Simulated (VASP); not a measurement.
Here is the system:

```
CELL_PARAMETERS angstrom
      0.00000     3.17168     3.17168
      3.17168     0.00000     3.17168
      3.17168     3.17168     0.00000
ATOMIC_POSITIONS crystal
  Al 0.00000 0.00000 0.00000
  Sb 0.25000 0.25000 0.25000
```

Calculation: RPBE GGA, VASP's PBE PAW potentials (set 64) (plane waves; VASP 6.6.1). Run with 520 eV cut-off, 7×7×7 Γ-centred mesh, Gaussian smearing of 0.050 eV, potentials Al Sb.

The job: AlSb (zinc blende), 2 atoms, RPBE, static run, 520 eV, 7×7×7 Γ-centred mesh. Roughly how much core time does it take on a busy server core?

About 10 core-seconds (one run on a shared machine, a rough figure). It had 20 irreducible k-points, 8 bands, up to 1759 plane waves and 15 electronic steps.

The compound is AlSb in the zinc blende structure. This cell is one point of a volume scan, at 1.03 of the reference volume.
